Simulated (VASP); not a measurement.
# ZnS (F-43m) in VASP: phonons with AM05

Aim: the phonons of ZnS with AM05.

All numbers are computed with VASP 6.6.1; they aren't measurements. Logs are shortened: lines on timing, memory, paths and dates and some standing lists are left out, and cuts for length are marked.

## 1. The crystal as given

Symmetry: F-43m, No. 216, cubic system. Conventional cell: a = 5.387 Å, b = 5.387 Å, c = 5.387 Å, α = 90.00°, β = 90.00°, γ = 90.00°. Zn (site symmetry -43m) is surrounded by 4 S at 2.33 Å. S (site symmetry -43m) has 4 Zn at 2.33 Å as nearest neighbours.

The cell is a database's computed one.

## 2. Phonons, AM05

POSCAR

```
ZnS
1.0
    0.0000000000      2.6936828800      2.6936828800
    2.6936828800      0.0000000000      2.6936828800
    2.6936828800      2.6936828800      0.0000000000
Zn S
1 1
Direct
    0.0000000000      0.0000000000      0.0000000000
    0.7500000000      0.7500000000      0.7500000000
```

INCAR.step1

```
SYSTEM = ZnS
  ALGO = Normal
  EDIFF = 1E-8
  EDIFFG = -0.002
  ENCUT = 600
  GGA = AM
  IBRION = 2
  ISIF = 3
  ISMEAR = 0
  LASPH = .TRUE.
  LCHARG = .FALSE.
  LREAL = .FALSE.
  LWAVE = .FALSE.
  NELM = 80
  NSW = 40
  PREC = Accurate
  SIGMA = 0.02
```

INCAR.step2

```
SYSTEM = ZnS
  ALGO = Normal
  EDIFF = 1E-8
  ENCUT = 600
  GGA = AM
  IBRION = 8
  ISIF = 2
  ISMEAR = 0
  LASPH = .TRUE.
  LCHARG = .FALSE.
  LREAL = .FALSE.
  LWAVE = .FALSE.
  NELM = 80
  NSW = 1
  PREC = Accurate
  SIGMA = 0.02
```

KPOINTS

```
k-points
0
G
  10 10 10
  0 0 0
```

Potentials or basis: VASP PAW PBE potentials, release 64 (Zn, S).

Run with:

```bash
> cat potpaw_PBE.64/Zn/POTCAR potpaw_PBE.64/S/POTCAR > POTCAR
> cp INCAR.step1 INCAR
> mpirun -np 1 vasp_std > vasp.out
> cp CONTCAR POSCAR
> cp INCAR.step2 INCAR
> mpirun -np 1 vasp_std > vasp.out
```

OUTCAR:

```text
SYSTEM = ZnS
   EDIFF = 1E-8
   ENCUT = 600
   GGA = AM
   IBRION = 8
   ISIF = 2
   ISMEAR = 0
   LASPH = .TRUE.
   LREAL = .FALSE.
   NELM = 80
   NSW = 1
   PREC = Accurate

 ion  position               nearest neighbor table
   1  0.000  0.000  0.000-   2 2.33   2 2.33   2 2.33   2 2.33
   2  0.750  0.750  0.750-   1 2.33   1 2.33   1 2.33   1 2.33

  LATTYP: Found a face centered cubic cell.
 ALAT       =     5.3740538448

  Lattice vectors:

 A1 = (   0.0000000000,   2.6870269224,   2.6870269224)
 A2 = (   2.6870269224,   0.0000000000,   2.6870269224)
 A3 = (   2.6870269224,   2.6870269224,   0.0000000000)

Analysis of symmetry for initial positions (statically):
=====================================================================
 Subroutine PRICEL returns:
 Original cell was already a primitive cell.

 Routine SETGRP: Setting up the symmetry group for a
 face centered cubic supercell.

 Subroutine GETGRP returns: Found 24 space group operations
 (whereof 24 operations were pure point group operations)
 out of a pool of 48 trial point group operations.

The static configuration has the point symmetry T_d .

Analysis of symmetry for dynamics (positions and initial velocities):
=====================================================================
 Subroutine PRICEL returns:
 Original cell was already a primitive cell.

 Routine SETGRP: Setting up the symmetry group for a
 face centered cubic supercell.

 Subroutine GETGRP returns: Found 24 space group operations
 (whereof 24 operations were pure point group operations)
 out of a pool of 48 trial point group operations.

The dynamic configuration has the point symmetry T_d .

 Subroutine INISYM returns: Found 24 space group operations
 (whereof 24 operations are pure point group operations),
 and found     1 'primitive' translations

----------------------------------------------------------------------------------------

                                     Primitive cell

  volume of cell :      38.8013

  direct lattice vectors                    reciprocal lattice vectors
     0.000000000  2.687026922  2.687026922    -0.186079267  0.186079267  0.186079267
     2.687026922  0.000000000  2.687026922     0.186079267 -0.186079267  0.186079267
     2.687026922  2.687026922  0.000000000     0.186079267  0.186079267 -0.186079267

  length of vectors
     3.800029916  3.800029916  3.800029916     0.322298745  0.322298745  0.322298745

  position of ions in fractional coordinates (direct lattice)
     0.000000000  0.000000000  0.000000000
     0.750000000  0.750000000  0.750000000

  ion indices of the primitive-cell ions
   primitive index   ion index
                 1           1
                 2           2

----------------------------------------------------------------------------------------

 KPOINTS: k-points

Automatic generation of k-mesh.
 Grid dimensions read from file:
 generate k-points for:   10   10   10

 Generating k-lattice:

  Cartesian coordinates                     Fractional coordinates (reciprocal lattice)
    -0.018607927  0.018607927  0.018607927     0.100000000  0.000000000  0.000000000
     0.018607927 -0.018607927  0.018607927     0.000000000  0.100000000  0.000000000
     0.018607927  0.018607927 -0.018607927     0.000000000  0.000000000  0.100000000

  Length of vectors
     0.032229874  0.032229874  0.032229874

  Shift w.r.t. Gamma in fractional coordinates (k-lattice)
     0.000000000  0.000000000  0.000000000

 Subroutine IBZKPT returns following result:
[... 86 lines left out ...]

--------------------------------------- Ionic step        1  -------------------------------------------

 number of electron      18.0000015 magnetization

 Free energy of the ion-electron system (eV)
  ---------------------------------------------------
  ext. energy  EPLUGINS =         0.00000000
  ---------------------------------------------------
  free energy    TOTEN  =        -7.14131906 eV

  energy without entropy =       -7.14131906  energy(sigma->0) =       -7.14131906

 E-fermi :   2.3777     XC(G=0):  -9.7707

 val. band max:        2.2287837577   @ k =   0.0000   0.0000   0.0000
 cond. band min:       4.4024387173   @ k =   0.0000   0.0000   0.0000
 fundamental gap:      2.1736549596
 Fermi energy:         2.3777461905

 k-point     1 :       0.0000    0.0000    0.0000
  band No.  band energies     occupation
      1     -11.0045      2.00000
      2      -4.2267      2.00000
      3      -4.2267      2.00000
      4      -4.2267      2.00000
      5      -3.7113      2.00000
      6      -3.7113      2.00000
      7       2.2288      2.00000
      8       2.2288      2.00000
      9       2.2288      2.00000
     10       4.4024      0.00000
     11       8.5577      0.00000
     12       8.5577      0.00000
     13       8.5577      0.00000
[... 354 lines left out ...]
  band No.  band energies     occupation
      1     -10.0017      2.00000
      2      -4.2536      2.00000
      3      -3.9728      2.00000
      4      -3.9638      2.00000
      5      -3.6856      2.00000
      6      -3.6515      2.00000
      7      -1.5925      2.00000
      8       0.1750      2.00000
      9       0.3908      2.00000
     10       6.2282      0.00000
     11       6.9157      0.00000
     12      11.0401      0.00000
     13      11.9732      0.00000

 [... further k-points ...]

------------------------ aborting loop because EDIFF is reached ----------------------------------------

  FORCE on cell =-STRESS in cart. coord.  units (eV):
  Direction    XX          YY          ZZ          XY          YZ          ZX
  --------------------------------------------------------------------------------------
  -------------------------------------------------------------------------------------
  Total        0.0034559      0.0034559      0.0034559      0.0000000      0.0000000     -0.0000000
  in kB        0.1427004      0.1427004      0.1427004      0.0000000      0.0000000     -0.0000000
  external PRESSURE =       0.1427004 kB  Pullay stress =       0.0000000 kB

 VOLUME and BASIS-vectors are now :
 -----------------------------------------------------------------------------
  energy-cutoff  :      600.00
  volume of cell :       38.80
      direct lattice vectors                 reciprocal lattice vectors
     0.000000000  2.687026922  2.687026922    -0.186079267  0.186079267  0.186079267
     2.687026922  0.000000000  2.687026922     0.186079267 -0.186079267  0.186079267
     2.687026922  2.687026922  0.000000000     0.186079267  0.186079267 -0.186079267

 POSITION                                       TOTAL-FORCE (eV/Angst)
 -----------------------------------------------------------------------------------
      0.00000      0.00000      0.00000        -0.000000     -0.000000      0.000000
      4.03054      4.03054      4.03054         0.000000      0.000000     -0.000000
 -----------------------------------------------------------------------------------
    total drift:                                0.000000      0.000000      0.000000

  FREE ENERGIE OF THE ION-ELECTRON SYSTEM (eV)
  ---------------------------------------------------
  free  energy   TOTEN  =        -7.1413190568 eV

  energy  without entropy=       -7.1413190568  energy(sigma->0) =       -7.14131906

[... ionic steps 2 to 3 ...]

--------------------------------------- Ionic step        4  -------------------------------------------

------------------------ aborting loop because EDIFF is reached ----------------------------------------

[... ionic steps 5 to 6 ...]

--------------------------------------- Ionic step        7  -------------------------------------------

 Free energy of the ion-electron system (eV)
  ---------------------------------------------------
  ---------------------------------------------------
  free energy    TOTEN  =        -0.10506338 eV

  energy without entropy =       -0.10506338

------------------------ aborting loop because EDIFF is reached ----------------------------------------

 INTERNAL STRAIN TENSOR  FOR ION    2  DIRECTION 1   (eV/Angst):
 -----------------------------------------------------------------------------
    -0.01599  0.00000  0.00000
     0.00000  0.01589  5.45073
     0.00000  5.45073  0.01589

 INTERNAL STRAIN TENSOR FOR ION    2 for displacements in x,y,z  (eV/Angst):
          X           Y           Z          XY          YZ          ZX
  --------------------------------------------------------------------------------
  x    -0.00000     0.00000     0.00000     0.00000     5.45073     0.00000
  y     0.00000     0.00000     0.00000     0.00000     0.00000     5.45073
  z     0.00000     0.00000    -0.00000     5.45073     0.00000     0.00000

 SECOND DERIVATIVES (NOT SYMMETRIZED)
 ------------------------------------
               1X          1Y          1Z          2X          2Y          2Z
  1X    -5.999139    0.000000    0.000000    5.999139    0.000000    0.000000
  1Y     0.000000   -5.999139    0.000000    0.000000    5.999139    0.000000
  1Z     0.000000    0.000000   -5.999139    0.000000    0.000000    5.999139
  2X     5.931026    0.000000    0.000000   -5.931026    0.000000    0.000000
  2Y     0.000000    5.931026    0.000000    0.000000   -5.931026    0.000000
  2Z     0.000000    0.000000    5.931026    0.000000    0.000000   -5.931026

 Eigenvectors and eigenvalues of the dynamical matrix
 ----------------------------------------------------

   1 f  =    8.223608 THz    51.670455 2PiTHz  274.310046 cm-1    34.010096 meV
             X         Y         Z           dx          dy          dz
      0.000000  0.000000  0.000000     0.000000    0.575811    0.000000
      4.030540  4.030540  4.030540     0.000000   -0.817583    0.000000
[... 21 lines left out ...]
   6 f/i=    0.022103 THz     0.138880 2PiTHz    0.737289 cm-1     0.091412 meV
             X         Y         Z           dx          dy          dz
      0.000000  0.000000  0.000000     0.000000    0.000000    0.817583
      4.030540  4.030540  4.030540     0.000000    0.000000    0.575811

--------------------------------------------------------------------------------------------------------

 ELASTIC MODULI CONTR FROM IONIC RELAXATION (kBar)
 Direction    XX          YY          ZZ          XY          YZ          ZX
 --------------------------------------------------------------------------------
 XX          -0.0000      0.0000     -0.0000      0.0000      0.0000      0.0000
 YY           0.0000     -0.0000      0.0000     -0.0000     -0.0000     -0.0000
 ZZ          -0.0000      0.0000     -0.0000      0.0000     -0.0000      0.0000
 XY           0.0000     -0.0000      0.0000   -205.4917      0.0000     -0.0000
 YZ           0.0000     -0.0000     -0.0000      0.0000   -205.4917      0.0000
 ZX           0.0000     -0.0000      0.0000     -0.0000      0.0000   -205.4917
 --------------------------------------------------------------------------------
```

Wall time 6.1 min (1 thread of Intel Xeon Platinum 8259CL at 2.50GHz (Skylake/Cascade Lake), shared host); peak memory 0.39 GiB.

Results:

```
Relaxed volume                                          : 19.40 Å³/atom
Relaxed cell                                            : a = 3.800 Å, b = 3.800 Å, c = 3.800 Å, α = 60.00°, β = 60.00°, γ = 60.00°
Space group after relaxing (to 0.05 Å)                  : F-43m (No. 216)
Highest phonon frequency at Γ, LO-TO splitting left out : 274 cm⁻¹
```

The path:
```tsv
step	energy change (eV)	largest force (eV/Å)	pressure (GPa)	volume (Å³)
1	0.0000	0.0000	-0.54	39.09
2	-0.0005	0.0000	0.17	38.72
3	-0.0005	0.0000	0.01	38.80
```

Final structure:
```yaml
crystal:
  lattice:
    - [0.00000, 2.68703, 2.68703]
    - [2.68703, 0.00000, 2.68703]
    - [2.68703, 2.68703, 0.00000]
  atoms:
    - { symbol: Zn, position: [0.00000, 0.00000, 0.00000] }
    - { symbol: S, position: [0.75000, 0.75000, 0.75000] }
```

Phonon frequencies in cm⁻¹ (negative: imaginary):
```tsv
q point	frequencies
(0.000, 0.000, 0.000)	-1 -1 -1 274 274 274
```

Caveat: the PAW data sets were made with another functional, which shifts forces and pressure a little.
